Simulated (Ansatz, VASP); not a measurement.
## One calculation of Mg, two programs

File POSCAR:

```
Mg
1.0
   -1.8359916300      1.8359916300      1.6794040200
    1.8359916300     -1.8359916300      1.6794040200
    1.8359916300      1.8359916300     -1.6794040200
Mg
1
Direct
    0.0000000000      0.0000000000      0.0000000000
```

File INCAR.step1:

```
PREC = Accurate
ENCUT = 520
ISMEAR = -1
SIGMA = 0.05
LREAL = False
LASPH = True
NELM = 100
NBANDS = 7
GGA = PE
ALGO = Normal
EDIFF = 1E-4
LWAVE = True
LCHARG = False
```

INCAR.step2

```
PREC = Accurate
ENCUT = 520
EDIFF = 1E-7
ISMEAR = -1
SIGMA = 0.05
LREAL = False
LASPH = True
NELM = 100
ALGO = Normal
ISIF = 2
LWAVE = False
LCHARG = False
METAGGA = R2SCAN
LMIXTAU = True
IVDW = 12
VDW_S6 = 1.0
VDW_S8 = 0.78981345
VDW_A1 = 0.49484001
VDW_A2 = 5.73083694
NBANDS = 7
ISTART = 1
```

File KPOINTS:

```
Automatic mesh
0
Gamma
  11 11 11
```

Input for Ansatz:

```yaml
crystal:
  lattice:
    - [-1.83599163, 1.83599163, 1.67940402]
    - [1.83599163, -1.83599163, 1.67940402]
    - [1.83599163, 1.83599163, -1.67940402]
  atoms:
    - { symbol: Mg, position: [0.0, 0.0, 0.0] }
accuracy: low
kpoints:
  mp_grid:
    grid: [11, 11, 11]
hamiltonian:
  xc: r2scan
  dispersion: d3bj
  pseudopotentials:
    kind: nc
scf:
  max_iter: 80
  occupations:
    method: fermi_dirac
    width: 0.05
output:
  stress: true
```

This isn't the form of Mg at room conditions, which is hcp.

Alike in both runs: task single point; functional r2SCAN; dispersion D3(BJ); k mesh 11 × 11 × 11; occupations fermi-dirac, width 0.05 eV; no spin polarisation.

|  | VASP | Ansatz |
| --- | --- | --- |
| version | VASP 6.6.1 | Ansatz 0.2.0 |
| potentials or method | VASP PAW PBE potentials, release 64 (Mg) | plane waves, norm-conserving potentials |
| plane-wave cutoff (eV) | 520 | 1143 |
| valence electrons in the cell | 2 | 10 |

VASP gave:

```
pressure (GPa)                                  : -1.3
largest component of the traceless stress (GPa) : 0.71
dispersion energy (meV/atom)                    : -135.7
```

Task: What did Ansatz give for the same quantities?

Result: Pressure (GPa): -1.1; largest component of the traceless stress (GPa): 0.73; dispersion energy (meV/atom): -135.8.

The two sets of potentials don't hold the same shells in valence. Ansatz warned: «dispersion_damping_borrowed».

Caveats: the PAW data sets were made with another functional, which shifts forces and pressure a little (VASP); pairwise dispersion overbinds metals, which lowers pressure and volume.
